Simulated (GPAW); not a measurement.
## Fe3 on Ru4 0001: parallel and opposed starts

Wanted: the moments of Fe3 on Ru4 0001 and the energy of each order that was tried.

Calculated with GPAW 26.7.0; PBE; plane waves with GPAW's PAW setups, scalar-relativistic.

### Step 1. The structure

The cell holds 7 atoms: 4 Ru and 3 Fe. Cell: a = 2.706 Å, b = 2.706 Å, c = 24.158 Å, α = 90.0°, β = 90.0°, γ = 120.0°. ideal sites on the substrate's mesh, layer spacings from atomic volumes, unrelaxed, 12 A of vacuum. Vacuum lies along c.

### Step 2. Order 1, typed as ferro +++

Parallel moments need no larger cell; this start tests for a ferromagnetic state only.

order1.py

```python
import json
import numpy as np
from ase import Atoms
from ase.parallel import paropen, parprint
from gpaw import GPAW

atoms = Atoms(['Ru', 'Ru', 'Ru', 'Ru', 'Fe', 'Fe', 'Fe'],
    cell=[[2.706, 0.0, 0.0],
         [-1.353, 2.343465, 0.0],
         [0.0, 0.0, 24.158169]],
    scaled_positions=[[0.0, 0.0, 0.248363],
         [0.333333, 0.666667, 0.337138],
         [0.0, 0.0, 0.425912],
         [0.333333, 0.666667, 0.514687],
         [0.0, 0.0, 0.597587],
         [0.333333, 0.666667, 0.674612],
         [0.0, 0.0, 0.751637]],
    pbc=True,
    magmoms=[0.0, 0.0, 0.0, 0.0, 2.6, 2.6, 2.6])
atoms.calc = GPAW(mode={'name': 'pw', 'ecut': 450},
    xc='PBE',
    kpts={'size': (18, 18, 1), 'gamma': True},
    occupations={'name': 'fermi-dirac', 'width': 0.05},
    convergence={'density': 1e-05, 'energy': 1e-05},
    maxiter=200,
    mixer={'name': 'pulay', 'beta': 0.03, 'nmaxold': 8, 'weight': 100},
    symmetry={'tolerance': 1e-4},
    txt='order1.txt')
e = atoms.get_potential_energy(force_consistent=True)
res = {'free_energy': e, 'energy_sigma0': atoms.get_potential_energy(), 'fermi_energy': atoms.calc.get_fermi_level()}
res['moments'] = atoms.get_magnetic_moments().tolist()
res['total'] = atoms.get_magnetic_moment()
parprint('site moments (muB):', np.round(res['moments'], 3))
parprint(f"total moment: {res['total']:.3f} muB")
parprint(f'free energy: {e:.6f} eV')
atoms.calc.write('order1.gpw')
with paropen('results.json', 'w') as f:
    json.dump(res, f)
```

Launch:

```console
$ OMP_NUM_THREADS=1 mpirun -n 4 gpaw python order1.py > order1.log
```

Numbers of over 12 decimals in the logs are rounded to 6 here.

The log of the run:

```text
site moments (muB): [-0.003  0.047 -0.055 -0.15   2.018  2.376  2.751]
total moment: 7.093 muB
free energy: -61.979114 eV

--- order1.txt ---
Input parameters:
  mode=PW(ecut=450),
  convergence={'density': 1e-05, 'energy': 1e-05},
  kpts=MonkhorstPack(size=(18, 18, 1), gamma=True),
  maxiter=200,
  mixer=Pulay(name='pulay', nmaxold=8, beta=0.03, weight=100, sigma=0.015, g_ss=None),
  occupations=Occupations(name='fermi-dirac', width=0.05),
  symmetry=Symmetry(tolerance=0.0001),
  xc=XC(name='PBE')

Diagonalizing LCAO Hamiltonian
Converting LCAO to pw mode

       Fe

        Fe

       Fe

        Ru

       Ru

        Ru

       Ru

Atoms  # Å, Bohr magnetons
|   | symbol |         x |        y |         z |    initial magnetic moments |
|---|--------|-----------|----------|-----------|-----------------------------|
| 0 |     Ru |  0.000000 | 0.000000 |  5.999995 | ( 0.0000,  0.0000,  0.0000) |
| 1 |     Ru | -0.000001 | 1.562311 |  8.144637 | ( 0.0000,  0.0000,  0.0000) |
| 2 |     Ru |  0.000000 | 0.000000 | 10.289254 | ( 0.0000,  0.0000,  0.0000) |
| 3 |     Ru | -0.000001 | 1.562311 | 12.433896 | ( 0.0000,  0.0000,  0.0000) |
| 4 |     Fe |  0.000000 | 0.000000 | 14.436608 | ( 0.0000,  0.0000,  2.6000) |
| 5 |     Fe | -0.000001 | 1.562311 | 16.297391 | ( 0.0000,  0.0000,  2.6000) |
| 6 |     Fe |  0.000000 | 0.000000 | 18.158174 | ( 0.0000,  0.0000,  2.6000) |

Unit cell  # Å
| periodic |         x |        y |         z |   lengths |     angles |
|----------|-----------|----------|-----------|-----------|------------|
|      yes |  2.706000 | 0.000000 |  0.000000 |  2.706000 |  90.000000 |
|      yes | -1.353000 | 2.343465 |  0.000000 |  2.706000 |  90.000000 |
|      yes |  0.000000 | 0.000000 | 24.158169 | 24.158169 | 119.999997 |

Number of symmetries: 6

BZ-sampling:
  Number of BZ points: 324
  Number of IBZ points: 37

  Monkhorst-Pack size: [18, 18, 1]
  Monkhorst-Pack shift: [0.027778, 0.027778, 0.0]

K-points  # in reciprocal-cell coordinates
|     |                                coordinates |     weight |
|-----|--------------------------------------------|------------|
|   0 | ( -0.00000000,  -0.00000000,   0.00000000) | 0.00308642 |
|   1 | (  0.05555556,  -0.00000000,   0.00000000) | 0.01851852 |
|   2 | (  0.11111111,  -0.05555556,   0.00000000) | 0.01851852 |
|   3 | (  0.11111111,  -0.00000000,   0.00000000) | 0.01851852 |
|   4 | (  0.16666667,  -0.05555556,   0.00000000) | 0.03703704 |
|   5 | (  0.16666667,  -0.00000000,   0.00000000) | 0.01851852 |
|   6 | (  0.22222222,  -0.11111111,   0.00000000) | 0.01851852 |
|   7 | (  0.22222222,  -0.05555556,   0.00000000) | 0.03703704 |
|   8 | (  0.22222222,  -0.00000000,   0.00000000) | 0.01851852 |
|   9 | (  0.27777778,  -0.11111111,   0.00000000) | 0.03703704 |
| ... |                                            |            |
|  36 | (  0.50000000,   0.50000000,   0.00000000) | 0.00925926 |

Plane wave coefficients: 3359
Cutoff: 450.000000 eV

Spin-components: 2 (collinear spins)
Bands:           62
Projectors:      42
Spin-degeneracy: 1
Datatype:        complex128

Parallelization:
  kpt:    4
  domain: 1
  band:   1

Density:
  Valence electrons: 88.0
  Components: 2
  Grid points: [ 14  14 120]
  Charge: 0.0  # |e|

Potential:
  Grid points: [ 14  14 120]

species:
  Ru:
    name:    Ruthenium
    Z:       44.0
    valence: 16
    core:    28
    charge:  0.0  # [|e|]
    compensation charges:
      type: gauss
      rc: 0.39  # [Å]
      lmax: 2
    cutoffs:
      filter: 2.16  # [Å]
      core: 1.30  # [Å]
    projectors
    | kind |    occ | energy [eV] | rcut [Å] |
    |------|--------|-------------|----------|
    |   4s |  2.000 |     -76.316 |    1.281 |
    |   5s |  1.000 |      -4.236 |    1.281 |
    |   4p |  6.000 |     -46.423 |    1.286 |
    |   5p |  0.000 |      -0.913 |    1.286 |
    |   4d |  7.000 |      -5.203 |    1.254 |
    |    d |        |      22.008 |    1.254 |

    Using partial waves for Ru as LCAO basis

  Fe:
    name:    Iron
    Z:       26.0
    valence: 8
    core:    18
    charge:  0.0  # [|e|]
    compensation charges:
      type: gauss
      rc: 0.33  # [Å]
      lmax: 2
    cutoffs:
      filter: 2.06  # [Å]
      core: 2.67  # [Å]
    projectors
    | kind |    occ | energy [eV] | rcut [Å] |
    |------|--------|-------------|----------|
    |   4s |  2.000 |      -5.291 |    1.164 |
    |   4p |  0.000 |      -1.326 |    1.058 |
    |   3d |  6.000 |      -7.505 |    1.058 |
    |    s |        |      21.920 |    1.164 |
    |    p |        |      25.885 |    1.058 |
    |    d |        |      19.706 |    1.058 |

    Using partial waves for Fe as LCAO basis

Reference energy: -596838.863731  # eV

eigensolver:
  PPCG
  Converge bands: occupied
  niter=2

density mixing:
  Pulay-Mixer
  Linear mixing parameters: 0.03
  Old densities: 8
  Fourier metric: weight=100, sigma=0.015

occupation numbers:
  Fermi-Dirac:
    width: 0.0500  # eV

poisson solver:
  ecut: 3600.000000  # eV

xc functional:
  name: PBE with 2 nearest neighbor stencil

convergence criteria:
- Maximum integral of absolute [dens]ity change: 1e-05 electrons / valence electron
- Maximum [total energy] change in last 3 cyles: 1e-05 eV / valence electron
- Maximum integral of absolute [eigenst]ate change: 4e-08 eV^2 / valence electron
maximum number of iterations: 200

SCF iterations
|iter     |      energy | eigst |  dens |  magmom |
|---------|-------------|-------|-------|---------|
|iter:   1|       0s |  -78.858023 | +0.27 |       |  +7.8119|
|iter:   2|       7s | -268.211646 | +0.51 | -0.59 |  +7.6431|
|iter:   3|      15s |  -70.727375 | -0.46 | -0.32 |  +7.6002|
|iter:   4|      22s |  -66.343816 | -1.98 | -0.82 |  +7.6023|
|iter:   5|      29s |  -66.058560 | -3.11 | -0.96 |  +7.6031|
|iter:   6|      37s |  -64.493044 | -2.56 | -0.97 |  +7.6176|
|iter:   7|      44s |  -63.834969 | -2.08 | -1.07 |  +7.6249|
|iter:   8|      51s |  -62.852260 | -2.06 | -1.07 |  +7.4876|
|iter:   9|      58s |  -62.156440 | -1.85 | -1.19 |  +7.4445|
|iter:  10|      66s |  -61.967652 | -2.20 | -1.36 |  +7.4346|
[... 47 iterations left out ...]
|iter:  58|     391s |  -61.941357c| -7.88c| -4.42 |  +7.0964|
|iter:  59|     396s |  -61.941354c| -7.74c| -4.46 |  +7.0955|
|iter:  60|     400s |  -61.941352c| -7.86c| -4.55 |  +7.0948|
|iter:  61|     403s |  -61.941351c| -8.27c| -4.60 |  +7.0946|
|iter:  62|     406s |  -61.941349c| -8.17c| -4.63 |  +7.0942|
|iter:  63|     409s |  -61.941347c| -8.21c| -4.72 |  +7.0937|
|iter:  64|     413s |  -61.941346c| -8.58c| -4.85 |  +7.0935|
|iter:  65|     416s |  -61.941346c| -8.68c| -4.89 |  +7.0934|
|iter:  66|     419s |  -61.941345c| -8.89c| -4.95 |  +7.0933|
|iter:  67|     423s |  -61.941345c| -9.24c| -5.03c|  +7.0932|

Converged in 67 steps
Energy contributions relative to reference atoms: (reference = -596838.863731)

Energy contributions:
  Kinetic:          11.045856
  Coulomb:         -21.997332
  Zero:             -0.340268
  External:          0.000000
  Xc:              -50.611832
  Entropy:          -0.075538
  Spinorbit:         0.000000
  ----------------------------
  Free energy:     -61.979114
  Extrapolated:    -61.941345

dipole moment: (-24.544417, -22.919073, 0.052754)  # |e|*Ang

Total magnetic moment: (0.000000, 0.000000, 7.093239)

Local magnetic moments
|        x |        y |         z |
|----------|----------|-----------|
| 0.000000 | 0.000000 | -0.003483 |  # Ru   0
| 0.000000 | 0.000000 |  0.046956 |  # Ru   1
| 0.000000 | 0.000000 | -0.055343 |  # Ru   2
| 0.000000 | 0.000000 | -0.149845 |  # Ru   3
| 0.000000 | 0.000000 |  2.018144 |  # Fe   4
| 0.000000 | 0.000000 |  2.376456 |  # Fe   5
| 0.000000 | 0.000000 |  2.750529 |  # Fe   6

Fermi level: 5.148
Eigenvalues  # (at kpt = [-0.000, -0.000, 0.000])
| band index |      eig [eV] | occ [0-1] |      eig [eV] | occ [0-1] |
|------------|---------------|-----------|---------------|-----------|
|          0 |       -68.047 |     1.000 |       -68.023 |     1.000 |
|        ... |               |           |               |           |
|         40 |         3.241 |     1.000 |         4.899 |     0.993 |
|         41 |         3.387 |     1.000 |         5.054 |     0.868 |
|         42 |         3.387 |     1.000 |         5.054 |     0.868 |
|         43 |         3.449 |     1.000 |         5.074 |     0.814 |
|         44 |         4.019 |     1.000 |         5.339 |     0.021 |
|         45 |         4.019 |     1.000 |         5.339 |     0.021 |
|         46 |         4.443 |     1.000 |         5.780 |     0.000 |
|         47 |         4.443 |     1.000 |         5.783 |     0.000 |
|         48 |         4.478 |     1.000 |         5.783 |     0.000 |
|         49 |         4.799 |     0.999 |         5.931 |     0.000 |
|         50 |         4.799 |     0.999 |         6.201 |     0.000 |
|         51 |         5.407 |     0.006 |         6.201 |     0.000 |
|         52 |         5.407 |     0.006 |         6.356 |     0.000 |
|         53 |         5.709 |     0.000 |         6.357 |     0.000 |
|         54 |         6.067 |     0.000 |         6.502 |     0.000 |
|        ... |               |           |               |           |
|         61 |        12.155 |     0.000 |        12.330 |     0.000 |

No gap
No difference between direct/indirect transitions
```

The job ended after 7.3 min (4 MPI ranks of Arm Neoverse V1, shared host; peak memory 1.1 GiB).

Spin moment in the augmentation sphere by atom:

| atom | spin moment in the augmentation sphere (μB) |
| --- | --- |
| Ru1 | 0.00 |
| Ru2 | 0.05 |
| Ru3 | -0.06 |
| Ru4 | -0.15 |
| Fe5 | 2.02 |
| Fe6 | 2.38 |
| Fe7 | 2.75 |

Read from the output:

- magnetization: 7.093 μB
- final state: ferromagnetic

After 67 cycles the largest moment stands at 2.75 μB.

### Step 3. Order 2, typed as ferri ++-

Another pattern of signs weighs the neighbour shells otherwise.

order2.py is the script of step 2 with these lines changed:

```diff
@@ -18,3 +18,3 @@
     pbc=True,
-    magmoms=[0.0, 0.0, 0.0, 0.0, 2.6, 2.6, 2.6])
+    magmoms=[0.0, 0.0, 0.0, 0.0, 2.6, 2.6, -2.6])
 atoms.calc = GPAW(mode={'name': 'pw', 'ecut': 450},
@@ -27,3 +27,3 @@
     symmetry={'tolerance': 1e-4},
-    txt='order1.txt')
+    txt='order2.txt')
 e = atoms.get_potential_energy(force_consistent=True)
@@ -35,3 +35,3 @@
 parprint(f'free energy: {e:.6f} eV')
-atoms.calc.write('order1.gpw')
+atoms.calc.write('order2.gpw')
 with paropen('results.json', 'w') as f:
```

Launch:

```console
$ OMP_NUM_THREADS=1 mpirun -n 4 gpaw python order2.py > order2.log
```

The log of the run:

```text
site moments (muB): [-0.015  0.028 -0.054 -0.131  2.08   1.333 -2.569]
total moment: 0.674 muB
free energy: -61.836849 eV

--- order2.txt ---
Input parameters:
  mode=PW(ecut=450),
  convergence={'density': 1e-05, 'energy': 1e-05},
  kpts=MonkhorstPack(size=(18, 18, 1), gamma=True),
  maxiter=200,
  mixer=Pulay(name='pulay', nmaxold=8, beta=0.03, weight=100, sigma=0.015, g_ss=None),
  occupations=Occupations(name='fermi-dirac', width=0.05),
  symmetry=Symmetry(tolerance=0.0001),
  xc=XC(name='PBE')

Diagonalizing LCAO Hamiltonian
Converting LCAO to pw mode

       Fe

        Fe

       Fe

        Ru

       Ru

        Ru

       Ru

Atoms  # Å, Bohr magnetons
|   | symbol |         x |        y |         z |    initial magnetic moments |
|---|--------|-----------|----------|-----------|-----------------------------|
| 0 |     Ru |  0.000000 | 0.000000 |  5.999995 | ( 0.0000,  0.0000,  0.0000) |
| 1 |     Ru | -0.000001 | 1.562311 |  8.144637 | ( 0.0000,  0.0000,  0.0000) |
| 2 |     Ru |  0.000000 | 0.000000 | 10.289254 | ( 0.0000,  0.0000,  0.0000) |
| 3 |     Ru | -0.000001 | 1.562311 | 12.433896 | ( 0.0000,  0.0000,  0.0000) |
| 4 |     Fe |  0.000000 | 0.000000 | 14.436608 | ( 0.0000,  0.0000,  2.6000) |
| 5 |     Fe | -0.000001 | 1.562311 | 16.297391 | ( 0.0000,  0.0000,  2.6000) |
| 6 |     Fe |  0.000000 | 0.000000 | 18.158174 | ( 0.0000,  0.0000, -2.6000) |

Unit cell  # Å
| periodic |         x |        y |         z |   lengths |     angles |
|----------|-----------|----------|-----------|-----------|------------|
|      yes |  2.706000 | 0.000000 |  0.000000 |  2.706000 |  90.000000 |
|      yes | -1.353000 | 2.343465 |  0.000000 |  2.706000 |  90.000000 |
|      yes |  0.000000 | 0.000000 | 24.158169 | 24.158169 | 119.999997 |

Number of symmetries: 6

BZ-sampling:
  Number of BZ points: 324
  Number of IBZ points: 37

  Monkhorst-Pack size: [18, 18, 1]
  Monkhorst-Pack shift: [0.027778, 0.027778, 0.0]

Plane wave coefficients: 3359
Cutoff: 450.000000 eV

Spin-components: 2 (collinear spins)
Bands:           59
Projectors:      42
Spin-degeneracy: 1
Datatype:        complex128

Parallelization:
  kpt:    4
  domain: 1
  band:   1

Density:
  Valence electrons: 88.0
  Components: 2
  Grid points: [ 14  14 120]
  Charge: 0.0  # |e|

Potential:
  Grid points: [ 14  14 120]

[... setups left out ...]
Reference energy: -596838.863731  # eV

eigensolver:
  PPCG
  Converge bands: occupied
  niter=2

density mixing:
  Pulay-Mixer
  Linear mixing parameters: 0.03
  Old densities: 8
  Fourier metric: weight=100, sigma=0.015

occupation numbers:
  Fermi-Dirac:
    width: 0.0500  # eV

poisson solver:
  ecut: 3600.000000  # eV

xc functional:
  name: PBE with 2 nearest neighbor stencil

convergence criteria:
- Maximum integral of absolute [dens]ity change: 1e-05 electrons / valence electron
- Maximum [total energy] change in last 3 cyles: 1e-05 eV / valence electron
- Maximum integral of absolute [eigenst]ate change: 4e-08 eV^2 / valence electron
maximum number of iterations: 200

SCF iterations
|iter     |      energy | eigst |  dens |  magmom |
|---------|-------------|-------|-------|---------|
|iter:   1|       0s |  -78.926847 | +0.29 |       |  +2.6040|
|iter:   2|       7s | -279.271994 | +0.90 | -0.58 |  +2.5516|
|iter:   3|      14s |  -75.807900 | -0.40 | -0.33 |  +2.5561|
|iter:   4|      20s |  -67.598955 | -1.68 | -0.75 |  +2.5443|
|iter:   5|      27s |  -68.041664 | -2.95 | -0.92 |  +2.5456|
|iter:   6|      34s |  -64.202494 | -2.17 | -0.90 |  +2.5391|
|iter:   7|      40s |  -63.589232 | -2.29 | -1.10 |  +2.5083|
|iter:   8|      47s |  -63.907076 | -1.71 | -1.09 |  +2.4008|
|iter:   9|      54s |  -62.311289 | -1.63 | -1.10 |  +2.3275|
|iter:  10|      60s |  -62.070053 | -2.08 | -1.30 |  +2.3005|
[... 58 iterations left out ...]
|iter:  69|     435s |  -61.797733c| -8.20c| -4.56 |  +0.6732|
|iter:  70|     439s |  -61.797732c| -8.36c| -4.58 |  +0.6732|
|iter:  71|     442s |  -61.797732c| -8.57c| -4.64 |  +0.6735|
|iter:  72|     445s |  -61.797732c| -8.83c| -4.69 |  +0.6737|
|iter:  73|     448s |  -61.797732c| -8.91c| -4.74 |  +0.6739|
|iter:  74|     451s |  -61.797733c| -8.57c| -4.79 |  +0.6742|
|iter:  75|     454s |  -61.797733c| -8.74c| -4.89 |  +0.6741|
|iter:  76|     457s |  -61.797733c| -9.28c| -4.94 |  +0.6741|
|iter:  77|     461s |  -61.797734c| -8.22c| -4.97 |  +0.6738|
|iter:  78|     464s |  -61.797735c| -8.85c| -5.16c|  +0.6737|

Converged in 78 steps
Energy contributions relative to reference atoms: (reference = -596838.863731)

Energy contributions:
  Kinetic:          -0.070519
  Coulomb:         -12.981838
  Zero:             -0.314763
  External:          0.000000
  Xc:              -48.391500
  Entropy:          -0.078229
  Spinorbit:         0.000000
  ----------------------------
  Free energy:     -61.836849
  Extrapolated:    -61.797735

dipole moment: (-24.550773, -22.934640, 0.058559)  # |e|*Ang

Total magnetic moment: (0.000000, 0.000000, 0.673670)

Local magnetic moments
|        x |        y |         z |
|----------|----------|-----------|
| 0.000000 | 0.000000 | -0.015120 |  # Ru   0
| 0.000000 | 0.000000 |  0.027552 |  # Ru   1
| 0.000000 | 0.000000 | -0.054301 |  # Ru   2
| 0.000000 | 0.000000 | -0.130805 |  # Ru   3
| 0.000000 | 0.000000 |  2.079821 |  # Fe   4
| 0.000000 | 0.000000 |  1.332903 |  # Fe   5
| 0.000000 | 0.000000 | -2.568661 |  # Fe   6

Fermi level: 5.144
Eigenvalues  # (at kpt = [-0.000, -0.000, 0.000])
| band index |      eig [eV] | occ [0-1] |      eig [eV] | occ [0-1] |
|------------|---------------|-----------|---------------|-----------|
|          0 |       -68.051 |     1.000 |       -68.040 |     1.000 |
|        ... |               |           |               |           |
|         39 |         3.645 |     1.000 |         4.037 |     1.000 |
|         40 |         3.645 |     1.000 |         4.037 |     1.000 |
|         41 |         4.280 |     1.000 |         4.580 |     1.000 |
|         42 |         4.280 |     1.000 |         4.580 |     1.000 |
|         43 |         4.549 |     1.000 |         4.611 |     1.000 |
|         44 |         4.625 |     1.000 |         4.611 |     1.000 |
|         45 |         4.625 |     1.000 |         4.883 |     0.995 |
|         46 |         5.105 |     0.682 |         5.171 |     0.366 |
|         47 |         5.381 |     0.009 |         5.196 |     0.258 |
|         48 |         5.381 |     0.009 |         5.196 |     0.258 |
|         49 |         5.667 |     0.000 |         5.759 |     0.000 |
|         50 |         5.667 |     0.000 |         5.759 |     0.000 |
|         51 |         5.773 |     0.000 |         5.823 |     0.000 |
|         52 |         6.061 |     0.000 |         6.186 |     0.000 |
|         53 |         6.061 |     0.000 |         6.186 |     0.000 |
|        ... |               |           |               |           |
|         58 |         6.471 |     0.000 |         6.562 |     0.000 |

No gap
No difference between direct/indirect transitions
```

It took 8 min on 4 MPI ranks; peak memory 1.1 GiB; 32 min of CPU time.

Spin moment in the augmentation sphere by atom:

| atom | spin moment in the augmentation sphere (μB) |
| --- | --- |
| Ru1 | -0.02 |
| Ru2 | 0.03 |
| Ru3 | -0.05 |
| Ru4 | -0.13 |
| Fe5 | 2.08 |
| Fe6 | 1.33 |
| Fe7 | -2.57 |

This step gave:

```
magnetization : 0.6737 μB
final state   : ferrimagnetic
```

It lies 47.4 meV a seeded atom over the first start, and its largest moment is 2.57 μB against 2.75 μB.

### Step 4. Energies of the orders

These are free energies at a smearing of 0.05 eV, so its entropy term is in the differences. They are divided by the number of seeded atoms, so that cells of unlike size compare.

Orders:

| start | final state | typed order kept | energy over the lowest (meV a seeded atom) | largest site moment (μB) | net moment (μB a primitive cell) | mesh matched | CPU time (s) |
| --- | --- | --- | --- | --- | --- | --- | --- |
| ferro +++ | ferromagnetic | yes | 0 | 2.751 | 7.093 | yes | 1757 |
| ferri ++- | ferrimagnetic | yes | 47.42 | 2.569 | 0.6737 | yes | 1908 |

### Step 5. Results

```yaml
lowest_state_found: ferromagnetic (typed ferro +++)
largest_site_moment: 2.75 μB
next_state: ferrimagnetic, 47.4 meV a seeded atom higher
```

In words: The lowest state found is ferromagnetic, reached from the start ferro +++, with moments up to 2.75 μB. The next state costs 47 meV a seeded atom. Only 2 starts are shown; other collinear patterns, canted and longer-period orders are not.

[Logs and program files are shortened in this print: banners, set-up blocks, solver, clock and traceback lines can be left out without a mark of their own.]

[Logs are printed without paths, hosts, clocks, repeated set-up lines and the standing remarks that a program may print on its own settings, such as how far it seeks lower states.]

[Hosts, paths, dates, database ids (printed as entryN), source tags and the programs' standing remarks are cut or masked in the printed files.]

[Where a cell is said to come from a database of computed structures, the database is the Materials Project.]
